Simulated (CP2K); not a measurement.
ZrC under changes of volume

One of the cells (13.228 Å³/atom); the others are scaled copies at fixed shape and fractional positions:

```
Zr C
1.0
     3.34462    0.00000    0.00000
     1.67231    2.89652    0.00000
     1.67231    0.96551    2.73087
Zr C
1 1
Cartesian
  3.3446 1.9310 1.3654
  0.0000 0.0000 0.0000
```

| Item | Value |
| --- | --- |
| Program | CP2K 2026.2 |
| Functional | LDA |
| Potentials or basis | GTH_POTENTIALS Zr GTH-PADE-q12, C GTH-PADE-q4; TZVP-MOLOPT-PBE-GTH basis |
| Density cutoff | 6123 eV |
| k mesh | 10 × 10 × 10 |
| Occupations | fermi-dirac, width 0.01 eV |
| Spin | no spin polarisation |

```csv
volume (Å³/atom),energy over the lowest point (meV/atom),pressure (GPa)
12.434,0.00,0.7
12.699,3.03,-4.3
12.963,14.00,-8.9
13.228,32.10,-13.0
13.493,56.60,-16.6
13.757,?,?
14.022,122.27,-22.9
```

Task: What does the run at 13.757 Å³/atom give?

Result: Energy over the lowest point 86.86 meV/atom; pressure -19.9 GPa.

Worked out: A Birch-Murnaghan fit of order 3 (a polynomial in V^(-2/3)) to the other rows has its minimum at 12.47 Å³/atom with B0 = V·E''(V) = 247 GPa and B' = 4.0. It gives 86.79 meV/atom at 13.757 Å³/atom, against the run's 86.86, and -dE/dV = -19.9 GPa, against -19.9.

Energies are extrapolated to zero smearing.

Caveats: the basis of atomic orbitals isn't converged, which shifts pressures, moduli and gaps.
